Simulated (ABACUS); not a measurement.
Runs of ABACUS 3.10.1 on Sb. It takes space group R-3m (No. 166, trigonal). Conventional cell: a = 4.308 Å, b = 4.308 Å, c = 11.274 Å, α = 90.00°, β = 90.00°, γ = 120.00°. Sb (site symmetry 3m) is surrounded by 3 Sb at 2.91 Å. 

```csv
task,level,potentials or basis,k mesh,cutoff (eV),orbital files,SCF threshold on the density,eigensolver,symmetry key,path,gap on the mesh (eV),pressure (GPa),largest force (eV/Å)
single point,PBE,"SPMS ONCV 1.0 PBE, DZP LCAO (the cutoffs set its grid)",7 × 7 × 7,1361,Sb Sb_confined-atom_8au_2s2p2d.orb,1e-07,scalapack_gvx,1,-,0.29,4.0,0.33
single point,PBE,"PseudoDojo NC SR 0.4.1 PBE standard, DZP LCAO (the cutoffs set its grid)",8 × 8 × 8,1361,Sb Sb_confined-atom_8au_2s2p2d.orb,1e-07,genelpa,1,-,none,3.8,0.32
single point,PBE,"SSSP 1.3 efficiency PBE, plane waves",6 × 6 × 6,748,-,1e-08,dav,1,-,none,2.8,(b)
single point,PBEsol,"PseudoDojo NC SR 0.4.1 PBEsol standard, plane waves",6 × 6 × 6,1102,-,1e-08,dav,1,-,none,(a),0.04
```

Alike in all rows: no spin polarisation; cell as given; smearing fermi-dirac 0.05 eV.

Fill in the values left out.

(a) 0.1; (b) 0.08.

Caveats: the atomic orbitals were generated for these runs and aren't a published set (some runs); the basis of atomic orbitals isn't converged, which shifts pressures, moduli and gaps (some runs); spin-orbit coupling is left out, which moves the levels of the heavy elements (some runs); an odd mesh through Γ misses points on the zone boundary, where band edges often lie (some runs).

A k mesh can miss the band edges, and the runs leave out spin-orbit coupling on Sb.

A gap of «none» marks a metal or a gap under the smearing width.

Not every run made on this cell is shown here.
